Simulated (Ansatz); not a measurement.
# Debye temperature against density: a fit and a prediction

Computed values for 7 crystals follow; one value of Debye temperature is withheld.

Where the numbers come from (Ansatz, a plane-wave PAW program): Debye temperature: PBE, elastic tensor, Hill average; density: PBE, relaxed cell.

Runs started from generated or typed cells of the structure named: Si; PbF2; CaF2. Spin–orbit coupling is left out unless named.

| crystal | density (g/cm³) | Debye temperature (K) |
|---|---|---|
| Si (diamond type) | 2.28 | 630 |
| PbF2 (fluorite) | 7.54 | 221 |
| KMgF3 (cubic perovskite) | 3.00 | 525 |
| KF (rock salt) | 2.42 | … |
| MgF2 (rutile) | 3.03 | 594 |
| NaF (rock salt) | 2.68 | 465 |
| CaF2 (fluorite) | 3.10 | 482 |

Task: Fit ln(Debye temperature) = c + k × ln(density) by least squares to the 6 complete rows, with the units of the table, and predict the withheld value.

Result: Logarithms (x, y): Si (0.824, 6.446); PbF2 (2.020, 5.398); KMgF3 (1.099, 6.263); MgF2 (1.109, 6.387); NaF (0.986, 6.142); CaF2 (1.131, 6.178). Means: x̄ = 1.195, ȳ = 6.136. Sums of products about the means: Sxx = 0.8827, Sxy = −0.7616. Slope k = −0.7616/0.8827 = −0.863; intercept c = 6.136 − (−0.863) × 1.195 = 7.167; r² = 0.91. For KF, x = 0.884, so y = 7.167 + (−0.863) × 0.884 = 6.404 and Debye temperature = e^(6.404) = 604 K.

The calculation gives 320 K, 47 % below the estimate. The fitted rows scatter by 13 % (standard error of the fit), so this miss is over twice the scatter, in the logarithm; the row farthest from the line is MgF2. The usual reason for the trend: dense absorbers stop radiation well, but heavy atoms slow sound and lower Θ. The line is a summary of these rows, no law.

Where several phases of a formula are at hand, those over 0.1 eV/atom above the lowest were not drawn (by r²SCAN where it compared them, else by the largest value; a layered or molecular lowest phase counts only with a dispersion term); other phases could lie lower still. The rows are a sample with a lean to familiar crystals, kept because the fitted rows follow a line with r² over 0.75 in the expected sense, which many samples do not; the withheld row is never an end of the range. Limits of the draw: gap over 1 eV but for Si, Ge and GaAs, no magnets; for moduli and speeds, an anisotropy index under 2.5, no layered crystals; no unfamiliar magnets, and cubic perovskites only if shown or known to be stable. As a rule kept out of such tables: 4f compounds, open-shell compounds run without a Hubbard term, cells found unstable in the tests at hand, cells close to a higher symmetry, and runs set to a pressure or over 12 % in volume from the crystal's fullest run.
